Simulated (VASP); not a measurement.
# Pd (Im-3m) in VASP: notebook, part 2 of 2

VASP 6.6.1.

## 3. Single point, RPBE

This run uses another cell than the first one, of 17.21 Å³/atom, 1.080 times its volume.

INCAR

```
SYSTEM = Pd
PREC = Accurate ; ENCUT = 520
EDIFF = 1E-7 ; ISMEAR = -1
SIGMA = 0.1 ; LREAL = .False.
LASPH = .True. ; NELM = 100
ALGO = Normal ; ISIF = 2
LWAVE = .False. ; LCHARG = .False.
GGA = RP ; NBANDS = 11
```

KPOINTS

```
regular mesh
0
Gamma
  16 16 16
  0 0 0
```

POSCAR

```
Pd
1.0
   -1.6265487872      1.6265487872      1.6265487872
    1.6265487872     -1.6265487872      1.6265487872
    1.6265487872      1.6265487872     -1.6265487872
Pd
1
Direct
    0.0000000000      0.0000000000      0.0000000000
```

Potentials or basis: VASP PAW PBE potentials, release 64 (Pd).

Run with:

```bash
cat potpaw_PBE.64/Pd/POTCAR > POTCAR
mpirun -np 1 vasp_std > vasp.out
```

OUTCAR:

```text
SYSTEM = Pd
   PREC = Accurate
   ENCUT = 520
   EDIFF = 1E-7
   ISMEAR = -1
   LREAL = .False.
   LASPH = .True.
   NELM = 100
   ISIF = 2
   GGA = RP

 ion  position               nearest neighbor table
   1  0.000  0.000  0.000-

  LATTYP: Found a body centered cubic cell.
 ALAT       =     3.2530975744

  Lattice vectors:

 A1 = (  -1.6265487872,   1.6265487872,   1.6265487872)
 A2 = (   1.6265487872,  -1.6265487872,   1.6265487872)
[... 516 lines left out ...]
     11      32.2349      0.00000

 [... further k-points ...]

------------------------ aborting loop because EDIFF is reached ----------------------------------------

  FORCE on cell =-STRESS in cart. coord.  units (eV):
  Direction    XX          YY          ZZ          XY          YZ          ZX
  --------------------------------------------------------------------------------------
  -------------------------------------------------------------------------------------
  Total       -0.9655747     -0.9655747     -0.9655747      0.0000000     -0.0000000      0.0000000
  in kB      -89.8742291    -89.8742291    -89.8742291      0.0000000     -0.0000000      0.0000000
  external PRESSURE =     -89.8742291 kB  Pullay stress =       0.0000000 kB

 VOLUME and BASIS-vectors are now :
 -----------------------------------------------------------------------------
  energy-cutoff  :      520.00
  volume of cell :       17.21
      direct lattice vectors                 reciprocal lattice vectors
    -1.626548787  1.626548787  1.626548787     0.000000000  0.307399325  0.307399325
     1.626548787 -1.626548787  1.626548787     0.307399325  0.000000000  0.307399325
     1.626548787  1.626548787 -1.626548787     0.307399325  0.307399325  0.000000000

 POSITION                                       TOTAL-FORCE (eV/Angst)
 -----------------------------------------------------------------------------------
      0.00000      0.00000      0.00000         0.000000      0.000000     -0.000000
 -----------------------------------------------------------------------------------
    total drift:                                0.000000      0.000000     -0.000000

  FREE ENERGIE OF THE ION-ELECTRON SYSTEM (eV)
  ---------------------------------------------------
  free  energy   TOTEN  =        -4.5705348141 eV

  energy  without entropy=       -4.5203708499  energy(sigma->0) =       -4.54545283
```

OSZICAR:

```text
N       E                     dE             d eps       ncg     rms          rms(c)
DAV:   1     0.438050438763E+02    0.43805E+02   -0.50761E+03  3198   0.834E+02
DAV:   2    -0.412362273897E+01   -0.47929E+02   -0.46097E+02  3574   0.178E+02
DAV:   3    -0.473344471378E+01   -0.60982E+00   -0.60769E+00  3787   0.215E+01
DAV:   4    -0.473676194623E+01   -0.33172E-02   -0.33168E-02  3738   0.170E+00
DAV:   5    -0.473680916555E+01   -0.47219E-04   -0.47219E-04  4058   0.181E-01    0.471E+00
DAV:   6    -0.457463724332E+01    0.16217E+00   -0.80493E-01  3760   0.700E+00    0.248E+00
DAV:   7    -0.457175876694E+01    0.28785E-02   -0.21259E-03  3802   0.486E-01    0.142E+00
DAV:   8    -0.457052264871E+01    0.12361E-02   -0.89327E-04  3668   0.241E-01    0.251E-02
DAV:   9    -0.457053187357E+01   -0.92249E-05   -0.79013E-06  4547   0.246E-02    0.902E-03
DAV:  10    -0.457053487097E+01   -0.29974E-05   -0.19867E-06  3745   0.155E-02    0.680E-04
DAV:  11    -0.457053481407E+01    0.56903E-07   -0.13422E-08  2731   0.786E-04
   1 F= -.45705348E+01 E0= -.45454528E+01  d E =-.501640E-01
```

It took 8.5 s on 1 thread of Intel Xeon 6975P-C (Granite Rapids), shared host; peak memory 0.15 GiB.

Results:

* Free energy: -4.5705 eV
* Pressure: -9.0 GPa
* Band gap on the k mesh: none (metal or under the smearing width)

Caveat: the PAW data sets were made with another functional, which shifts forces and pressure a little.

## 4. Single point, RPBE

This run uses another cell than the first one, of 17.85 Å³/atom, 1.120 times its volume.

INCAR

```
PREC     = Accurate       # precision mode
ENCUT    = 520            # plane-wave cutoff, eV
EDIFF    = 1E-6           # SCF threshold, eV
ISMEAR   = -1             # smearing method
SIGMA    = 0.1            # smearing width, eV
LREAL    = False          # projectors in reciprocal space
LASPH    = True           # aspherical terms in the spheres
NELM     = 60             # most SCF steps
ALGO     = Fast           # electronic algorithm
ISIF     = 2              # what is computed and relaxed
LWAVE    = False          # write WAVECAR
LCHARG   = False          # write CHGCAR
GGA      = RP             # functional
NBANDS   = 11             # bands
```

KPOINTS

```
regular mesh
0
Gamma
  16 16 16
```

POSCAR

```
Pd
1.0
   -1.6463867032      1.6463867032      1.6463867032
    1.6463867032     -1.6463867032      1.6463867032
    1.6463867032      1.6463867032     -1.6463867032
Pd
1
Direct
    0.0000000000      0.0000000000      0.0000000000
```

Run with:

```bash
cat potpaw_PBE.64/Pd/POTCAR > POTCAR
mpirun -np 1 vasp_std > vasp.out
```

It took 9.3 s on 1 thread of Intel Xeon 6975P-C (Granite Rapids), shared host; peak memory 0.15 GiB.

The run converged. Its results:

```yaml
Free_energy: -4.5291 eV
Pressure: -11.8 GPa
Band_gap_on_the_k_mesh: none (metal or under the smearing width)
```

Levels at points of the mesh, in eV from the Fermi level:
```csv
k point,band 3,band 4,band 5,band 6,band 7,band 8
"(0.00, 0.00, 0.00)",-2.21,-2.21,-0.73,-0.73,18.82,18.82
"(0.50, 0.00, 0.00)",-0.79,-0.57,0.40,1.75,6.52,14.57
"(0.50, 0.50, 0.50)",0.12,0.12,0.12,8.58,8.58,8.58
```

Caveat: the PAW data sets were made with another functional, which shifts forces and pressure a little.

## 5. Single point, RPBE

This run uses another cell than the first one, of 14.66 Å³/atom, 0.920 times its volume.

INCAR

```
PREC = Accurate ; ENCUT = 520
EDIFF = 1E-6 ; ISMEAR = -1
SIGMA = 0.1 ; LREAL = False
LASPH = True ; NELM = 100
ALGO = Normal ; ISIF = 2
LWAVE = False ; LCHARG = False
GGA = RP ; NBANDS = 11
```

KPOINTS is that of step 4.

POSCAR

```
Pd
1.0
   -1.5418961290      1.5418961290      1.5418961290
    1.5418961290     -1.5418961290      1.5418961290
    1.5418961290      1.5418961290     -1.5418961290
Pd
1
Direct
    0.0000000000      0.0000000000      0.0000000000
```

Run with:

```bash
cat potpaw_PBE.64/Pd/POTCAR > POTCAR
mpirun -np 1 vasp_std > vasp.out
```

Run time: 8.2 s. Hardware: 1 thread of Intel Xeon 6975P-C (Granite Rapids), shared host; peak memory 0.14 GiB.

It converged, with:

* Free energy: -4.5573 eV
* Pressure: 14.6 GPa
* Band gap on the k mesh: none (metal or under the smearing width)

Levels at points of the mesh, in eV from the Fermi level:
```csv
k point,band 2,band 3,band 4,band 5,band 6,band 7,band 8,band 9
"(0.00, 0.00, 0.00)",-2.99,-2.99,-2.99,-0.99,-0.99,19.39,19.39,19.39
"(0.50, 0.00, 0.00)",-4.21,-1.06,-0.75,0.60,1.41,8.04,15.17,18.02
"(0.50, 0.50, 0.50)",-5.32,0.21,0.21,0.21,9.31,9.31,9.31,17.75
```

Caveat: the PAW data sets were made with another functional, which shifts forces and pressure a little.

## 6. The runs side by side

```tsv
cell	k mesh	gap on the mesh (eV)	pressure (GPa)
Im-3m, 15.94 Å³/atom	23 × 23 × 23	none	-0.3
Im-3m, 17.21 Å³/atom	16 × 16 × 16	none	-9.0
Im-3m, 17.85 Å³/atom	16 × 16 × 16	none	-11.8
Im-3m, 14.66 Å³/atom	16 × 16 × 16	none	14.6
```

Alike in all rows: task single point; level RPBE; potentials or basis VASP PAW PBE potentials, release 64 (Pd); no spin polarisation; cutoff (eV) 520; smearing fermi-dirac 0.1 eV.

Every run on the cell as given and a fine mesh finds a metal.

Caveats: the PAW data sets were made with another functional, which shifts forces and pressure a little.

Total energies depend on the potentials used, so only differences within one code and one set of settings carry meaning.
